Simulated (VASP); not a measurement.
Crystal: NaI.

```
CELL_PARAMETERS angstrom
4.04054 0.00000 0.00000
0.00000 4.04054 0.00000
0.00000 0.00000 4.04054
ATOMIC_POSITIONS crystal
Na 0.00000 0.00000 0.00000
I 0.50000 0.50000 0.50000
```

The cell was built by a generator and needn't be a form met in nature.

Base run:

| Property | Result |
| --- | --- |
| Program | VASP 6.6.1 |
| Functional | PBEsol |
| Potentials or basis | VASP PAW PBE potentials, release 64 (Na_pv, I) |
| Cutoff | 520 eV |
| k mesh | 4 × 4 × 4 |
| Occupations | gaussian, width 0.01 eV |
| Spin | no spin polarisation |

Its results: band gap on the k mesh 2.19 eV, indirect (least direct gap 2.72 eV); pressure -0.4 GPa.

Question: The run is repeated on the same cell with these changes: functional from PBEsol to HSE06. What comes out?

Answer: Band gap on the k mesh 3.22 eV, indirect (least direct gap 3.68 eV); pressure 0.2 GPa.

HSE06 gives the wider gap, since exact exchange removes part of the self-interaction.

Caveats: the PAW data sets were made with another functional, which shifts forces and pressure a little; spin-orbit coupling is left out, which moves the levels of the heavy elements.

A k mesh can miss the band edges.
